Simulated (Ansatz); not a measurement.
An input for Ansatz 0.2.0 (Gd):

input.yaml

```yaml
crystal:
  lattice:
    - [3.636, 0.0, 0.0]
    - [-1.818, 3.1488683682, 0.0]
    - [0.0, 0.0, 5.724774]
  atoms:
    - { symbol: Gd, position: [0.6666666667, 0.3333333333, 0.75], spin: 7.0 }
    - { symbol: Gd, position: [0.3333333333, 0.6666666667, 0.25], spin: 7.0 }
hamiltonian:
  xc: pbe
  pseudopotentials: { kind: paw }
magnetization:
  spin_polarized: true
kpoints:
  mp_grid: { grid: [7, 7, 4] }
  band_path:
    path:
      - [[0.0, 0.0, 0.0], [0.5, 0.0, 0.0], [0.3333333333, 0.3333333333, 0.0], [0.0, 0.0, 0.0], [0.0, 0.0, 0.5], [0.5, 0.0, 0.5], [0.3333333333, 0.3333333333, 0.5], [0.0, 0.0, 0.5]]
      - [[0.5, 0.0, 0.5], [0.5, 0.0, 0.0]]
      - [[0.3333333333, 0.3333333333, 0.0], [0.3333333333, 0.3333333333, 0.5]]
    npoints: 14
scf:
  occupations: { method: fermi_dirac, width: 0.05 }
  n_extra_bands: 6
output:
  forces: true
  stress: true
  eigenvalues: true
  fatbands: false
```

Potentials or basis: Ansatz PAW.

Launch:

```sh
$ ansatz run input.yaml --threads 2 --pin off --max-ram 5632MiB --backend cpu --events-out ev --progress --plain --runs-dir out
```

Problem. Does this run start?

Solution. The run stopped without a result. It printed:

Output:

```text
Error: inconsistent input (scf.n_extra_bands): n_bands = 24 cannot host the net starting moment |Σ_I m_I| = 14.0000 μB: with N_el = 36 the majority spin channel must hold (N_el + |M|)/2 = 25.0000 electrons at no more than one per band — at least 25 bands (24 bands cap the reachable moment at 2·n_bands − N_el = 12.0000 μB); raise scf.n_extra_bands until at least 25 bands are solved (omitted, it auto-derives to 30) or lower the seeds (crystal.atoms[].spin / magnetization.per_species / magnetization.initial_magnetization)
```
